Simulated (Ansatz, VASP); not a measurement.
One calculation of TiTe2, two programs

```
Ti Te
1.0
     3.77700    0.00000    0.00000
    -1.88850    3.27098    0.00000
     0.00000    0.00000    6.49800
Ti Te
1 2
Direct
  0.00000 0.00000 0.00000
  0.72624 0.33333 0.26280
  0.33333 0.66667 0.73720
```

Change from the starting cell: one atom moved.

Alike in both runs: task single point; functional PBEsol; k mesh 12 × 12 × 6; occupations gaussian, width 0.1 eV; no spin polarisation.

|  | VASP | Ansatz |
| --- | --- | --- |
| version | VASP 6.6.1 | Ansatz 0.2.0 |
| potentials or method | VASP PAW PBE potentials, release 64 (Ti_sv, Te) | scalar-relativistic, plane waves, PAW |
| plane-wave cutoff (eV) | 520 | 420 |
| valence electrons in the cell | 24 | 44 |

```csv
,VASP,Ansatz,Ansatz less VASP
gap on the k mesh at the Fermi level (eV),none,none,-
pressure (GPa),-1.6,-1.7,-0.04
largest component of the traceless stress (GPa),2.90,2.90,-0.006
rms of the force components (eV/Å),0.324,0.322,-0.0013
```

Atom by atom the forces differ by 0.009 eV/Å (rms over components). A gap of «none» marks a metal or a gap that the smearing closes. With one functional, cell and mesh, what is left measures potentials, basis and numerics. The two sets of potentials don't hold the same shells in valence.

Caveats: the PAW data sets were made with another functional, which shifts forces and pressure a little (VASP). The runs have no spin-orbit coupling, so splittings on Te are missing.
